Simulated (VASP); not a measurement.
A run of VASP 6.6.1 is set up as follows.

Contents of INCAR:

```
SYSTEM = SnSe
ALGO = Fast ; EDIFF = 1E-7
EDIFFG = -0.01 ; ENCUT = 600
GGA = PS ; IBRION = 2
ISIF = 2 ; ISMEAR = 0
LASPH = .True. ; LCHARG = .False.
LREAL = .False. ; LWAVE = .False.
NELM = 80 ; NSW = 40
PREC = Accurate ; SIGMA = 0.03
```

Contents of KPOINTS:

```
k-points
0
Gamma
  8 8 8
  0 0 0
```

The input POSCAR:

```
SnSe                                    
1.0
    3.6307274163      0.0000000000      0.0000000000
    0.0000000000      3.6307274163      0.0000000000
    0.0000000000      0.0000000000      3.6307274163
  Sn              Se            
     1     1
Direct
     0.5000000000000000    0.5000000000000000    0.5000000000000000
     0.0000000000000000    0.0000000000000000    0.0000000000000000
```

Potentials or basis: VASP PAW PBE potentials, release 64 (Sn_d, Se).

Command:

```bash
$ cat potpaw_PBE.64/Sn_d/POTCAR potpaw_PBE.64/Se/POTCAR > POTCAR
$ mpirun -np 1 vasp_std > vasp.out
```

(1) Estimate the band gap on the k mesh.

Answers

(1) none (metal or under the smearing width).

Caveat: the relaxation stopped at its first step, so nothing moved.
